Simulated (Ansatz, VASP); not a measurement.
## One calculation of AlN, two programs

```xyz
4
Lattice="2.9491 0.0000 0.0000 -1.4745 2.5540 0.0000 0.0000 0.0000 4.5227" Properties=species:S:1:pos:R:3 pbc="T T T"
Al    0.0000    1.7027   -0.0358
Al    1.4745    0.8513    2.2256
N     0.0000    1.7027    1.7544
N     1.4745    0.8513    4.0157
```

Alike in both runs: functional PBE; k mesh 10 × 10 × 6; occupations gaussian, width 0.05 eV; no spin polarisation.

Ansatz relaxed the structure, and its values are those at the end. VASP's run is a single point on that final structure, the one shown.

```csv
,VASP,Ansatz
version,VASP 6.6.1,Ansatz 0.2.0
potentials or method,"VASP PAW PBE potentials, release 64 (Al, N)","scalar-relativistic, plane waves, PAW"
plane-wave cutoff (eV),520,420
valence electrons in the cell,16,16
```

Ansatz gave:

- gap on the k mesh at the Fermi level (eV): 5.14
- least direct gap on the mesh (eV): 5.70

Q: Which values does VASP return?

A: gap on the k mesh at the Fermi level (eV): 5.13; least direct gap on the mesh (eV): 5.72.

 A k mesh can miss the band edges. As with any semilocal functional, this PBE gap is likely too small.
